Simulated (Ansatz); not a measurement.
# InP: the cost of one run

Computed with Ansatz 0.2.0 (DFT r2SCAN, scalar-relativistic, plane waves, PAW, unless a step's input says otherwise).

1 further run of the same task is left out (it didn't finish).

## Step 1: The system as given

It takes space group Pm-3m (No. 221, cubic). Conventional cell: a = 3.737 Å, b = 3.737 Å, c = 3.737 Å, α = 90.00°, β = 90.00°, γ = 90.00°. In (site symmetry m-3m) has 8 P at 3.24 Å as nearest neighbours. Around P (site symmetry m-3m) lie 8 In at 3.24 Å.

Structure file:

```
In P
1.0
     3.73697    0.00000    0.00000
     0.00000    3.73697    0.00000
     0.00000    0.00000    3.73697
In P
1 1
Direct
  0.00000 0.00000 0.00000
  0.50000 0.50000 0.50000
```

This is candidate A: caesium chloride type (Pm-3m, No. 221).

(A quick probe on a coarse mesh, which set the mesh and smearing, is not shown.)

## Step 3: Rough relaxation on the coarse mesh (candidate A)

Contents of input.yaml:

```yaml
crystal:
  lattice:
    - [3.7369673609, 0.0, 0.0]
    - [0.0, 3.7369673609, 0.0]
    - [0.0, 0.0, 3.7369673609]
  atoms:
    - { symbol: In, position: [0.0, 0.0, 0.0] }
    - { symbol: P, position: [0.5, 0.5, 0.5] }
basis:
  ecutwfc: 500
kpoints:
  mp_grid: { grid: [6, 6, 6] }
hamiltonian:
  xc: r2scan
scf:
  occupations: { method: gaussian, width: 0.1 }
  lower_state_search: "off"
output:
  forces: true
  stress: true
  eigenvalues: true
relax:
  adjacent_minimum: "off"
  f_tol: 0.04
  max_steps: 70
  cell: { stress_tol: 0.4 }
```

Started as:

```
> ansatz run input.yaml --threads 1 --pin off --max-ram 3072MiB --backend cpu --events-out ev --progress --plain --runs-dir out
```

Q: Estimate wall time and peak memory on 1 thread of Intel Xeon 6975P-C (Granite Rapids), shared host.

About 13 s, with a peak of 0.49 GiB.
